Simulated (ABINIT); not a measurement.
# BAs (F-43m) in ABINIT: a series of runs

Aim: see how the results for BAs move with the level of theory and the settings. Levels: SOGGA, r2SCAN, AM05. Tasks: equation of state, band structure.

Everything below comes from runs of ABINIT 10.8.3 (patched build). Logs are shortened: lines on timing, memory, paths and dates and some standing lists are left out, and cuts for length are marked. The log counts tension as positive stress, the text compression.

**What was measured.**

From “Basic Physical Properties of Cubic Boron Arsenide”, 2019, arxiv:1911.11281, for a bulk crystal of BAs: bulk modulus 148 GPa.

The results are compared with them further down.

### 1 Starting point

It takes space group F-43m (No. 216, cubic). The conventional cell has a = 4.777 Å, b = 4.777 Å, c = 4.777 Å, α = 90.00°, β = 90.00°, γ = 90.00°. Around As (site symmetry -43m) lie 4 B at 2.07 Å. B (site symmetry -43m) is surrounded by 4 As at 2.07 Å.

### 2 Equation of state, SOGGA

File run.abi:

```
# Datasets: one volume each
ndtset 7
getwfk -1
scalecart1 3*0.9795861087
scalecart2 3*0.9864848297
scalecart3 3*0.9932883884
scalecart4 3*1.0000000000
scalecart5 3*1.0066227096
scalecart6 3*1.0131594038
scalecart7 3*1.0196128224

# Pseudopotentials
pp_dirpath "./"
pseudos "As.GGA_PBE-JTH.xml, B.GGA_PBE-JTH.xml"

# Structure
acell 3*1.0 Angstrom
rprim
     0.0000000000     2.3885000000     2.3885000000
     2.3885000000     0.0000000000     2.3885000000
     2.3885000000     2.3885000000     0.0000000000
ntypat 2
znucl 33 5
natom 2
typat 1 2
xred
     0.7500000000     0.7500000000     0.7500000000
     0.0000000000     0.0000000000     0.0000000000

# Plane-wave basis
ecut 15.0
pawecutdg 30.0

# k points
kptopt 1
ngkpt 10 10 10
nshiftk 1
shiftk 0.0 0.0 0.0

# Exchange and correlation
ixc -150130

# Bands and occupations
nband 13
occopt 3
tsmear 0.00183747

# SCF cycle
nstep 100
tolvrs 1.0e-9

# Output
iomode 3
prtwf 1
prtden 0
prteig 0
prtebands 0
enunit 2
```

Potentials or basis: JTH PAW PBE v2.0.

Started as:

```console
$ abinit run.abi > log 2>&1
```

run.abo:

```text
.Version 10.8.3 of ABINIT
 DATASET    1 : space group F-4 3 m (#216); Bravais cF (face-center cubic)
================================================================================
 Values of the parameters that define the memory need for DATASET  1.
     intxc =       0    ionmov =       0      iscf =      17    lmnmax =      18
     lnmax =       6     mgfft =      24  mpssoang =       3    mqgrid =    3001
     natom =       2  nloc_mem =       2    nspden =       1   nspinor =       1
    nsppol =       1      nsym =      24    n1xccc =       1    ntypat =       2
    occopt =       3   xclevel =       2
       mpw =         495          nfft =       13824          nkpt =          47
 PAW method is used; the additional fine FFT grid is defined by:
   mgfftf=        32    nfftf =     32768
================================================================================
================================================================================
[... 71 lines left out ...]
 DATASET    7 : space group F-4 3 m (#216); Bravais cF (face-center cubic)
================================================================================
 Values of the parameters that define the memory need for DATASET  7.
     intxc =       0    ionmov =       0      iscf =      17    lmnmax =      18
     lnmax =       6     mgfft =      24  mpssoang =       3    mqgrid =    3001
     natom =       2  nloc_mem =       2    nspden =       1   nspinor =       1
    nsppol =       1      nsym =      24    n1xccc =       1    ntypat =       2
    occopt =       3   xclevel =       2
       mpw =         552          nfft =       13824          nkpt =          47
 PAW method is used; the additional fine FFT grid is defined by:
   mgfftf=        36    nfftf =     46656
================================================================================
================================================================================

--------------------------------------------------------------------------------
------------- Echo of variables that govern the present computation ------------
--------------------------------------------------------------------------------
 -outvars: echo values of preprocessed input variables --------
            acell      1.8897261259E+00  1.8897261259E+00  1.8897261259E+00 Bohr
              amu      7.49215900E+01  1.08110000E+01
             ecut      1.50000000E+01 Hartree
           enunit           2
           getwfk          -1
              ixc     -150130
           jdtset        1    2    3    4    5    6    7
         kptrlatt       10    0    0      0   10    0      0    0   10
          kptrlen1     6.25290353E+01
          kptrlen2     6.29693952E+01
          kptrlen3     6.34036806E+01
          kptrlen4     6.38320968E+01
          kptrlen5     6.42548383E+01
          kptrlen6     6.46720892E+01
          kptrlen7     6.50840244E+01
            natom           2
            nband          13
           ndtset           7
            ngfft          24      24      24
          ngfftdg1         32      32      32
          ngfftdg2         32      32      32
          ngfftdg3         32      32      32
          ngfftdg4         32      32      32
          ngfftdg5         32      32      32
          ngfftdg6         32      32      32
          ngfftdg7         36      36      36
             nkpt          47
            nstep         100
             nsym          24
           ntypat           2
           occopt           3
        pawecutdg      3.00000000E+01 Hartree
         pawxcdev           0
           prtden           0
        prtebands           0
           prteig           0
            rprim1     0.0000000000E+00  2.3397414206E+00  2.3397414206E+00
                       2.3397414206E+00  0.0000000000E+00  2.3397414206E+00
                       2.3397414206E+00  2.3397414206E+00  0.0000000000E+00
            rprim2     0.0000000000E+00  2.3562190157E+00  2.3562190157E+00
                       2.3562190157E+00  0.0000000000E+00  2.3562190157E+00
                       2.3562190157E+00  2.3562190157E+00  0.0000000000E+00
            rprim3     0.0000000000E+00  2.3724693157E+00  2.3724693157E+00
                       2.3724693157E+00  0.0000000000E+00  2.3724693157E+00
                       2.3724693157E+00  2.3724693157E+00  0.0000000000E+00
            rprim4     0.0000000000E+00  2.3885000000E+00  2.3885000000E+00
                       2.3885000000E+00  0.0000000000E+00  2.3885000000E+00
                       2.3885000000E+00  2.3885000000E+00  0.0000000000E+00
            rprim5     0.0000000000E+00  2.4043183419E+00  2.4043183419E+00
                       2.4043183419E+00  0.0000000000E+00  2.4043183419E+00
                       2.4043183419E+00  2.4043183419E+00  0.0000000000E+00
            rprim6     0.0000000000E+00  2.4199312360E+00  2.4199312360E+00
                       2.4199312360E+00  0.0000000000E+00  2.4199312360E+00
                       2.4199312360E+00  2.4199312360E+00  0.0000000000E+00
            rprim7     0.0000000000E+00  2.4353452263E+00  2.4353452263E+00
                       2.4353452263E+00  0.0000000000E+00  2.4353452263E+00
                       2.4353452263E+00  2.4353452263E+00  0.0000000000E+00
          spgroup         216
           tolvrs      1.00000000E-09
           tsmear      1.83747000E-03 Hartree
            typat      1  2
           useylm           1
           xangst1     3.5096121309E+00  3.5096121309E+00  3.5096121309E+00
                       0.0000000000E+00  0.0000000000E+00  0.0000000000E+00
           xangst2     3.5343285236E+00  3.5343285236E+00  3.5343285236E+00
                       0.0000000000E+00  0.0000000000E+00  0.0000000000E+00
           xangst3     3.5587039735E+00  3.5587039735E+00  3.5587039735E+00
                       0.0000000000E+00  0.0000000000E+00  0.0000000000E+00
           xangst4     3.5827500000E+00  3.5827500000E+00  3.5827500000E+00
                       0.0000000000E+00  0.0000000000E+00  0.0000000000E+00
           xangst5     3.6064775128E+00  3.6064775128E+00  3.6064775128E+00
                       0.0000000000E+00  0.0000000000E+00  0.0000000000E+00
           xangst6     3.6298968540E+00  3.6298968540E+00  3.6298968540E+00
                       0.0000000000E+00  0.0000000000E+00  0.0000000000E+00
           xangst7     3.6530178395E+00  3.6530178395E+00  3.6530178395E+00
                       0.0000000000E+00  0.0000000000E+00  0.0000000000E+00
            xcart1     6.6322057356E+00  6.6322057356E+00  6.6322057356E+00
                       0.0000000000E+00  0.0000000000E+00  0.0000000000E+00
            xcart2     6.6789129486E+00  6.6789129486E+00  6.6789129486E+00
                       0.0000000000E+00  0.0000000000E+00  0.0000000000E+00
            xcart3     6.7249758732E+00  6.7249758732E+00  6.7249758732E+00
                       0.0000000000E+00  0.0000000000E+00  0.0000000000E+00
            xcart4     6.7704162776E+00  6.7704162776E+00  6.7704162776E+00
                       0.0000000000E+00  0.0000000000E+00  0.0000000000E+00
            xcart5     6.8152547785E+00  6.8152547785E+00  6.8152547785E+00
                       0.0000000000E+00  0.0000000000E+00  0.0000000000E+00
            xcart6     6.8595109193E+00  6.8595109193E+00  6.8595109193E+00
                       0.0000000000E+00  0.0000000000E+00  0.0000000000E+00
            xcart7     6.9032032496E+00  6.9032032496E+00  6.9032032496E+00
                       0.0000000000E+00  0.0000000000E+00  0.0000000000E+00
             xred      7.5000000000E-01  7.5000000000E-01  7.5000000000E-01
                       0.0000000000E+00  0.0000000000E+00  0.0000000000E+00
            znucl       33.00000    5.00000

================================================================================

 chkinp: Checking input parameters for consistency, jdtset=   1.

 chkinp: Checking input parameters for consistency, jdtset=   2.
[... 31 lines left out ...]
 getcut: wavevector=  0.0000  0.0000  0.0000  ngfft=  24  24  24
         ecut(hartree)=     15.000   => boxcut(ratio)=   2.20150

 getcut : COMMENT -
  Note that boxcut > 2.2 ; recall that boxcut=Gcut(box)/Gcut(sphere) = 2
  is sufficient for exact treatment of convolution.
  Such a large boxcut is a waste : you could raise ecut
  e.g. ecut=   18.174764 Hartrees makes boxcut=2

 Fine grid specifications (used for densities):

 getcut: wavevector=  0.0000  0.0000  0.0000  ngfft=  32  32  32
         ecut(hartree)=     30.000   => boxcut(ratio)=   2.07559

--- Pseudopotential description ------------------------------------------------
- pspini: atom type   1  psp file is ./As.GGA_PBE-JTH.xml
 Pseudopotential format is: paw10
 basis_size (lnmax)=  6 (lmn_size= 18), orbitals=   0   0   1   1   2   2
 Spheres core radius: rc_sph= 2.10391912
 Shapefunction is BESSEL type: shapef(r,l)=aa(1,l)*jl(q(1,l)*r)+aa(2,l)*jl(q(2,l)*r)
 Radius for shape functions =  1.70360438
 Compensation charge density is not taken into account in XC energy/potential

- pspini: atom type   2  psp file is ./B.GGA_PBE-JTH.xml
 Pseudopotential format is: paw10
 basis_size (lnmax)=  4 (lmn_size=  8), orbitals=   0   0   1   1
 Spheres core radius: rc_sph= 1.70616958
 Shapefunction is SIN type: shapef(r)=[sin(pi*r/rshp)/(pi*r/rshp)]**2
 Radius for shape functions =  1.40269776
 Compensation charge density is not taken into account in XC energy/potential

   4.97343271E+02                                ecore*ucvol(ha*bohr**3)
--------------------------------------------------------------------------------

[... 1107 lines left out ...]
 getcut: wavevector=  0.0000  0.0000  0.0000  ngfft=  36  36  36
         ecut(hartree)=     30.000   => boxcut(ratio)=   2.24338

 getcut : COMMENT -
  Note that boxcut > 2.2 ; recall that boxcut=Gcut(box)/Gcut(sphere) = 2
  is sufficient for exact treatment of convolution.
  Such a large boxcut is a waste : you could raise ecut
  e.g. ecut=   37.745568 Hartrees makes boxcut=2

--------------------------------------------------------------------------------

-inwffil : will read wavefunctions from disk file runo_DS6_WFK.nc

================================================================================
[... 147 lines left out ...]
-Cartesian components of stress tensor (GPa)         [Pressure= -8.8309E+00 GPa]
- sigma(1 1)=  8.83094809E+00  sigma(3 2)=  0.00000000E+00
- sigma(2 2)=  8.83094809E+00  sigma(3 1)=  0.00000000E+00
- sigma(3 3)=  8.83094809E+00  sigma(2 1)=  0.00000000E+00

== END DATASET(S) ==============================================================
================================================================================

 -outvars: echo values of variables after computation  --------
            acell      1.8897261259E+00  1.8897261259E+00  1.8897261259E+00 Bohr
           etotal1    -1.1661586536E+02
           etotal2    -1.1661662622E+02
           etotal3    -1.1661696890E+02
           etotal4    -1.1661693124E+02
           etotal5    -1.1661654922E+02
           etotal6    -1.1661586170E+02
           etotal7    -1.1661489310E+02
            fcart1    -0.0000000000E+00 -0.0000000000E+00 -0.0000000000E+00
                      -0.0000000000E+00 -0.0000000000E+00 -0.0000000000E+00
            fcart2    -0.0000000000E+00 -0.0000000000E+00 -0.0000000000E+00
                      -0.0000000000E+00 -0.0000000000E+00 -0.0000000000E+00
            fcart3    -0.0000000000E+00 -0.0000000000E+00 -0.0000000000E+00
                      -0.0000000000E+00 -0.0000000000E+00 -0.0000000000E+00
            fcart4     2.7963807466E-30 -9.3212691554E-31 -9.3212691554E-31
                      -2.7963807466E-30  9.3212691554E-31  9.3212691554E-31
            fcart5     1.7461062631E-48  4.6299716202E-31 -1.7461062631E-48
                      -1.7461062631E-48 -4.6299716202E-31  1.7461062631E-48
[... 38 lines left out ...]
                       0.0000000000E+00  0.0000000000E+00  0.0000000000E+00
           xangst1     3.5096121309E+00  3.5096121309E+00  3.5096121309E+00
                       0.0000000000E+00  0.0000000000E+00  0.0000000000E+00
           xangst2     3.5343285236E+00  3.5343285236E+00  3.5343285236E+00
                       0.0000000000E+00  0.0000000000E+00  0.0000000000E+00
           xangst3     3.5587039735E+00  3.5587039735E+00  3.5587039735E+00
                       0.0000000000E+00  0.0000000000E+00  0.0000000000E+00
           xangst4     3.5827500000E+00  3.5827500000E+00  3.5827500000E+00
                       0.0000000000E+00  0.0000000000E+00  0.0000000000E+00
           xangst5     3.6064775128E+00  3.6064775128E+00  3.6064775128E+00
                       0.0000000000E+00  0.0000000000E+00  0.0000000000E+00
           xangst6     3.6298968540E+00  3.6298968540E+00  3.6298968540E+00
                       0.0000000000E+00  0.0000000000E+00  0.0000000000E+00
           xangst7     3.6530178395E+00  3.6530178395E+00  3.6530178395E+00
                       0.0000000000E+00  0.0000000000E+00  0.0000000000E+00
             xred      7.5000000000E-01  7.5000000000E-01  7.5000000000E-01
                       0.0000000000E+00  0.0000000000E+00  0.0000000000E+00
 Calculation completed.
```

Run time: 92 s. Hardware: 1 thread of Arm Neoverse V1, shared host; peak memory 0.13 GiB.

Results:

```
Equilibrium volume                      : 13.46 Å³/atom
Bulk modulus                            : 144 GPa
Pressure derivative of the bulk modulus : 4.1
```

Energy against volume, from the lowest point:
```
volume (Å³/atom)  energy (meV/atom)
          12.809              15.01
          13.081               4.66
          13.354               0.00
          13.626               0.51
          13.899               5.71
          14.171              15.06
          14.444              28.24
```

Caveat: pressures at fixed basis lie under the slope of the energies; the PAW data sets were made with another functional, which shifts forces and pressure a little.

### 3 Band structure, r2SCAN

File run.abi:

```
# Datasets: ground state, then fixed potential
ndtset 2

# Pseudopotentials
pp_dirpath "./"
pseudos "As.GGA_PBE-JTH.xml, B.GGA_PBE-JTH.xml"

# Structure
acell 6.3832096775 6.3832096775 6.3832096775
rprim
     0.0000000000     0.7071067812     0.7071067812
     0.7071067812     0.0000000000     0.7071067812
     0.7071067812     0.7071067812     0.0000000000
ntypat 2
znucl 33 5
natom 2
typat 1 2
xred
     0.7500000000     0.7500000000     0.7500000000
     0.0000000000     0.0000000000     0.0000000000

# Plane-wave basis
ecut 18.0
pawecutdg 36.0

# Exchange and correlation
ixc -497498
usekden 1
pawxcdev 0

# Bands and occupations
occopt 3
tsmear 0.05 eV

# SCF cycle
nstep 100

# Output
iomode 3
prtwf 0
prteig 0
prtebands 0
enunit 1
prtden1 1
prtkden1 1
prtvha1 1
prtvclmb1 1
prtpot1 1

# Dataset 1
kptopt1 1
ngkpt1 10 10 10
nshiftk1 1
shiftk1 0.0 0.0 0.0
nband1 13
tolvrs1 1.0e-7

# Dataset 2: bands along G-X-W-K-G-L-U-W-L-K
iscf2 -2
getden2 1
getkden2 1
nband2 17
nbdbuf2 2
tolwfr2 1.0e-12
kptopt2 -9
ndivsm2 5
prteig2 1
kptbounds2
     0.0000000000     0.0000000000     0.0000000000
     0.5000000000     0.0000000000     0.5000000000
     0.5000000000     0.2500000000     0.7500000000
     0.3750000000     0.3750000000     0.7500000000
     0.0000000000     0.0000000000     0.0000000000
     0.5000000000     0.5000000000     0.5000000000
     0.6250000000     0.2500000000     0.6250000000
     0.5000000000     0.2500000000     0.7500000000
     0.5000000000     0.5000000000     0.5000000000
     0.3750000000     0.3750000000     0.7500000000
```

Potentials or basis: JTH PAW PBE v2.0.

Started as:

```console
$ abinit run.abi > log 2>&1
```

Run time: 2 min. Hardware: 1 thread of Arm Neoverse V1, shared host; peak memory 0.13 GiB.

The run converged. Its results:

```yaml
Free_energy: -2969.1704 eV
Pressure: 0.7 GPa
Band_gap_on_the_k_mesh: 1.36 eV, indirect (least direct gap 3.43 eV)
Band_gap_along_the_path: 1.36 eV, indirect (least direct gap 3.43 eV)
Valence_electrons_inside_the_program's_atomic_spheres: As 12.82; B 1.74
```

Levels at the corners of the path, in eV from the valence-band top:
```tsv
point	band 5	band 6	band 7	band 8	band 9	band 10	band 11	band 12	band 13	band 14
Γ	-36.72	-16.17	0.00	0.00	0.00	3.43	3.43	3.43	5.09	10.39
X	-36.72	-11.71	-9.07	-4.32	-4.32	1.60	1.68	12.18	12.18	13.87
W	-36.72	-11.54	-8.61	-5.74	-5.44	5.70	6.44	7.20	7.40	13.21
K	-36.72	-11.77	-8.67	-6.22	-3.69	2.27	5.97	9.81	10.40	11.36
Γ	-36.72	-16.17	0.00	0.00	0.00	3.43	3.43	3.43	5.09	10.39
L	-36.72	-13.14	-9.25	-1.94	-1.94	2.95	5.05	5.05	9.59	13.64
U	-36.72	-11.77	-8.67	-6.22	-3.69	2.27	5.97	9.81	10.40	11.36
W	-36.72	-11.54	-8.61	-5.74	-5.44	5.70	6.44	7.20	7.40	13.21
L	-36.72	-13.14	-9.25	-1.94	-1.94	2.95	5.05	5.05	9.59	13.64
K	-36.72	-11.77	-8.67	-6.22	-3.69	2.27	5.97	9.81	10.40	11.36
```

Caveat: the PAW data sets were made with another functional, which shifts forces and pressure a little. r2SCAN opens gaps a little over a GGA but as a rule still falls short of measured ones.

(Continued in part 2 of 2.)
